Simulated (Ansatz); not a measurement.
The system is WS2, a slab with vacuum.

```
CELL_PARAMETERS angstrom
3.18352 0.00000 0.00000
-1.59176 2.75701 0.00000
0.00000 0.00000 16.95058
ATOMIC_POSITIONS crystal
W 0.00000 0.00000 0.00000
S 0.33333 0.66667 0.09200
S 0.33333 0.66667 0.90800
```

Base run:

| Quantity | Value |
| --- | --- |
| Program | Ansatz 0.2.0 |
| Functional | HSE06 |
| Potentials or basis | Ansatz PAW |
| Cutoff | 420 eV (not typed: the program's choice for these potentials) |
| k mesh | 6 × 6 × 2 |
| Occupations | fermi-dirac, width 0.05 eV |
| Spin | no spin polarisation |

Its results: band gap on the k mesh 2.28 eV, direct; largest force 0.220 eV/Å.

Problem. The run is repeated on the same cell with these changes: functional from HSE06 to PBE0. What comes out?

Solution. Band gap on the k mesh 2.94 eV, direct; largest force 0.208 eV/Å.

Caveats: spin-orbit coupling is left out, which moves the levels of the heavy elements; the PAW data sets come from PBE, with cores solved anew for the run's functional, which leaves a small shift of forces and pressure.
